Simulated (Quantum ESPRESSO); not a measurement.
**Moving spin-orbit coupling in Au**

```
CELL_PARAMETERS angstrom
-1.65727 1.65727 1.65727
1.65727 -1.65727 1.65727
1.65727 1.65727 -1.65727
ATOMIC_POSITIONS crystal
Au 0.00000 0.00000 0.00000
```

This isn't the form of Au at room conditions, which is fcc.

Kept alike: task band structure; functional PBEsol; k mesh 11 × 11 × 11; occupations fermi-dirac, width 0.05 eV. Program: Quantum ESPRESSO, potentials by row: PseudoDojo 0.4.1 SR PBEsol standard (off); PseudoDojo 0.4 FR PBEsol standard (on), cutoff 1034 eV. The mesh is that of the run's cell of 1 atom.

| spin-orbit coupling | pressure (GPa) |
| --- | --- |
| off | -9.20 |
| on | -10.27 |

Pressure is positive in compression; the values hold the error of the finite cutoff, so their zero can differ a little from the energy's minimum. For a metal such a mesh leaves the last digits unconverged.

**Question.** What does spin-orbit coupling change here?

**Answer.** The pressure runs from -10.27 (on) to -9.20 GPa (off).
